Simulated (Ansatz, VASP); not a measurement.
## CdInS2 in VASP and in Ansatz

File INCAR:

```
SYSTEM = CdInS2
  PREC = Accurate
  ENCUT = 520
  EDIFF = 1E-7
  ISMEAR = -1
  SIGMA = 0.05
  LREAL = .FALSE.
  LASPH = .TRUE.
  NELM = 100
  ALGO = Normal
  ISIF = 2
  LWAVE = .FALSE.
  LCHARG = .FALSE.
  GGA = PE
  NBANDS = 26
```

The input KPOINTS:

```
regular mesh
0
G
  8 8 4
  0 0 0
```

The input POSCAR:

```
CdInS2
1.0
    3.8694961422      0.0000000000      0.0000000000
   -1.9347480711      3.3510819590      0.0000000000
    0.0000000000      0.0000000000      6.8105290000
In Cd S
1 1 2
Direct
    0.0000000000      0.0000000000      0.5000000000
    0.0000000000      0.0000000000      0.0000000000
    0.3333333333      0.6666666667      0.2449510000
    0.6666666667      0.3333333333      0.7550490000
```

File input.yaml:

```yaml
crystal:
  lattice:
    - [3.8694961422, 0.0, 0.0]
    - [-1.9347480711, 3.351081959, 0.0]
    - [0.0, 0.0, 6.810529]
  atoms:
    - { symbol: In, position: [0.0, 0.0, 0.5] }
    - { symbol: Cd, position: [0.0, 0.0, 0.0] }
    - { symbol: S, position: [0.3333333333, 0.6666666667, 0.244951] }
    - { symbol: S, position: [0.6666666667, 0.3333333333, 0.755049] }
hamiltonian:
  xc: pbe
  pseudopotentials: { kind: paw }
kpoints:
  mp_grid: { grid: [8, 8, 4] }
scf:
  occupations: { method: fermi_dirac, width: 0.05 }
output:
  forces: true
  stress: true
  eigenvalues: true
```

The cell comes from a database or a generator and needn't be the stable form of this composition.

Alike in both runs: task single point; functional PBE; k mesh 8 × 8 × 4; occupations fermi-dirac, width 0.05 eV; no spin polarisation.

|  | VASP | Ansatz |
| --- | --- | --- |
| version | VASP 6.6.1 | Ansatz 0.2.0 |
| potentials or method | VASP PAW PBE potentials, release 64 (In_d, Cd, S) | Ansatz PAW |
| plane-wave cutoff (eV) | 520 | 420 |
| valence electrons in the cell | 37 | 45 |

Ansatz gave:

- gap on the k mesh at the Fermi level (eV): none
- pressure (GPa): -0.1
- largest component of the traceless stress (GPa): 0.07
- rms of the force components (eV/Å): 0.021

**Question.** What did VASP give for the same quantities?

**Answer.** gap on the k mesh at the Fermi level (eV): none; pressure (GPa): 0.1; largest component of the traceless stress (GPa): 0.10; rms of the force components (eV/Å): 0.010.

Atom by atom the forces differ by 0.011 eV/Å (rms over components). A gap of «none» marks a metal or a gap that the smearing closes. The two sets of potentials don't hold the same shells in valence.
